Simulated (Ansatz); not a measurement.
An elastic constant from a strain scan in TiAl₃

Level of theory: DFT r2SCAN, scalar-relativistic, plane waves, PAW (Ansatz). Settings: plane waves to 500 eV, k-mesh 18×18×18 (Γ-centred), Gaussian smearing 0.15 eV. No spin polarisation. Energies are free energies at this smearing, counted from the undisturbed cell; pressure is positive in compression.

Zero of the scan (relaxed at this level):

```
Ti Al
1.0
    -1.91200    1.91200    4.28192
     1.91200   -1.91200    4.28192
     1.91200    1.91200   -4.28192
Ti Al
1 3
Direct
  0.00000 0.00000 0.00000
  0.50000 0.50000 0.00000
  0.75000 0.25000 0.50000
  0.25000 0.75000 0.50000
```

The cell is strained by ε times the Voigt pattern (0, 1, 0, 0, 0, 0) (xx, yy, zz, yz, xz, xy; engineering shear) with fractional coordinates fixed. The cell holds 4 atoms in V0 = 62.61 Å³. The stress column is τ = (1/V0) dE/dε, got from the stress tensor σ (compression positive) at each point as −det(1 + εP) σ : P(1 + εP)⁻¹, with P the pattern as a tensor.

| ε | ΔE (meV/atom) | τ (GPa) |
| --- | --- | --- |
| -0.0400 | ? | ? |
| -0.0200 | 4.188 | -4.331 |
| 0.0000 | 0.000 | -0.003 |
| 0.0100 | 1.008 | 2.055 |
| 0.0300 | 8.877 | 5.950 |

Task: Which combination of elastic constants does this scan measure, and how large is it?

Result: For small ε, τ = τ0 + Kε with K = pᵀCp, which for this pattern is C22 in the Cartesian frame shown. The parabola through τ at ε = -0.0200, 0 and 0.0100 has slope K = 209 GPa at zero. The energies per cell, E = NΔE, of the same two points give K = 2[E(ε₊)/ε₊ − E(ε₋)/ε₋]/[(ε₊ − ε₋)V0] = 212 GPa, in agreement. These are clamped-ion values.

Task: Predict the withheld row at ε = -0.0400 from the harmonic law, and compare.

Result: ΔE = V0(τ0 ε + Kε²/2)/N = 16.369 meV/atom and τ = -8.37 GPa. The calculation gives 17.105 meV/atom and -8.93 GPa, a miss of 4.5 % of the harmonic energy, so the harmonic law still holds here.

In a metal these slopes depend on the k mesh and the smearing.

Cost: 5 runs of about 7.7 core-minutes in all, on Intel Xeon Processor @ 2.70GHz (shared hosts).